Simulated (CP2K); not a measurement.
# MgO2: relaxation of cell and atoms with LDA

Crystal: MgO2.

```
Mg O
1.0
     4.82861    0.00000    0.00000
     0.00000    4.82861    0.00000
     0.00000    0.00000    4.82861
Mg O
4 8
Direct
  0.00000 0.00000 0.00000
  0.50000 0.00000 0.50000
  0.50000 0.50000 0.00000
  0.00000 0.50000 0.50000
  0.58942 0.91058 0.08942
  0.91058 0.08942 0.58942
  0.08942 0.58942 0.91058
  0.41058 0.41058 0.41058
  0.58942 0.58942 0.58942
  0.91058 0.41058 0.08942
  0.08942 0.91058 0.41058
  0.41058 0.08942 0.91058
```

The cell is a database's computed one.

| Property | Result |
| --- | --- |
| Program | CP2K 2026.2 |
| Task | relaxation of cell and atoms |
| Functional | LDA |
| Potentials or basis | GTH_POTENTIALS Mg GTH-PADE-q10, O GTH-PADE-q6; TZVP-MOLOPT-PBE-GTH basis |
| Density cutoff | 19048 eV |
| k mesh | 6 × 6 × 6 |
| Occupations | fermi-dirac, width 0.05 eV |
| Spin | no spin polarisation |
| SCF solver | diagonalisation with k points |
| Quickstep method | GPW |
| EPS_DEFAULT | 1.0E-10 |
| EPS_SCF | 1.0E-6 |
| MAX_SCF | 100 |
| SCF_GUESS | ATOMIC |
| Mesh centred on Gamma | yes |
| CHOLESKY | OFF |
| EPS_EIGVAL | 1.0E-7 |
| MIXING METHOD | BROYDEN_MIXING |
| MIXING ALPHA | 0.4 |
| NBUFFER | 8 |
| NGRIDS | 4 |
| EXTRAPOLATION | USE_PREV_P |
| Basis sets | Mg TZVP-MOLOPT-PBE-GTH-q10, O TZVP-MOLOPT-PBE-GTH-q6 |
| Potentials | Mg GTH-PADE-q10 of GTH_POTENTIALS, O GTH-PADE-q6 of GTH_POTENTIALS |
| ADDED_MOS | [30] |
| Optimiser | BFGS |
| Most steps | 40 |
| KEEP_SPACE_GROUP | yes |
| Force threshold (eV/A) | 0.05 eV/Å |
| PRESSURE_TOLERANCE (bar) | 300 bar |
| Target pressure (GPa) | 0 GPa |
| REL_CUTOFF (Ry) | 60 Ry |
| MIXING BETA (1/bohr) | 1.5 1/bohr |
| CUTOFF of the grids | 1400 Ry |

```json
{
 "Relaxed volume": "9.28 Å³/atom",
 "Relaxed cell": "a = 4.810 Å, b = 4.810 Å, c = 4.810 Å, α = 90.00°, β = 90.00°, γ = 90.00°",
 "Space group after relaxing (to 0.05 Å)": "Pa-3 (No. 205)",
 "Energy gained by relaxing": "1.3 meV/atom",
 "Ionic steps": "7",
 "Pressure after relaxing": "0.0 GPa",
 "Band gap on the k mesh": "3.89 eV, indirect (least direct gap 4.01 eV)",
 "Mulliken charges": "Mg +1.67; O -0.84 e"
}
```

Step by step:
```
step  energy change (eV)  largest force (eV/Å)  volume (Å³)
   1              0.0000                0.3216       112.58
   2             -0.0089                0.1530       112.36
   3             -0.0132                0.0512       111.98
   4             -0.0138                0.0499       111.87
   5             -0.0152                0.0027       111.30
   6             -0.0152                0.0002       111.31
   7             -0.0152                0.0002       111.31
```

Final structure:
```
Mg O
1.0
     4.81035    0.00000    0.00000
     0.00000    4.81035    0.00000
     0.00000    0.00000    4.81035
Mg O
4 8
Direct
  0.00000 0.00000 0.00000
  0.50000 0.00000 0.50000
  0.50000 0.50000 0.00000
  0.00000 0.50000 0.50000
  0.58882 0.91118 0.08882
  0.91118 0.08882 0.58882
  0.08882 0.58882 0.91118
  0.41118 0.41118 0.41118
  0.58882 0.58882 0.58882
  0.91118 0.41118 0.08882
  0.08882 0.91118 0.41118
  0.41118 0.08882 0.91118
```

Levels at points of the mesh, in eV from the valence-band top:
| k point | band 40 | band 41 | band 42 | band 43 | band 44 | band 45 | band 46 | band 47 | band 48 | band 49 |
| --- | --- | --- | --- | --- | --- | --- | --- | --- | --- | --- |
| (0.00, 0.00, 0.00) | -0.51 | -0.51 | -0.51 | 0.00 | 0.00 | 4.54 | 4.55 | 4.55 | 4.55 | 6.35 |
| (0.00, 0.00, 0.50) | -0.96 | -0.79 | -0.79 | -0.13 | -0.13 | 3.95 | 3.95 | 4.42 | 4.42 | 8.64 |
| (0.00, 0.50, 0.00) | -0.96 | -0.79 | -0.79 | -0.13 | -0.13 | 3.95 | 3.95 | 4.42 | 4.42 | 8.64 |
| (0.00, 0.50, 0.50) | -0.74 | -0.57 | -0.57 | -0.57 | -0.57 | 4.18 | 4.18 | 4.18 | 4.18 | 9.41 |
| (0.50, 0.00, 0.00) | -0.96 | -0.79 | -0.79 | -0.13 | -0.13 | 3.95 | 3.95 | 4.42 | 4.42 | 8.64 |
| (0.50, 0.00, 0.50) | -0.74 | -0.57 | -0.57 | -0.57 | -0.57 | 4.18 | 4.18 | 4.18 | 4.18 | 9.41 |
| (0.50, 0.50, 0.00) | -0.74 | -0.57 | -0.57 | -0.57 | -0.57 | 4.18 | 4.18 | 4.18 | 4.18 | 9.41 |
| (0.50, 0.50, 0.50) | -0.83 | -0.65 | -0.65 | -0.65 | -0.65 | 4.52 | 4.52 | 4.52 | 4.52 | 9.29 |

Wall time 9.4 min on 1 thread of Arm Neoverse V2, with other jobs on the host, peak memory 1.6 GiB.

Caveat: Mulliken charges move with the basis; the basis of atomic orbitals isn't converged, which shifts pressures, moduli and gaps. A hybrid or GW would open this gap; LDA tends to underestimate it.
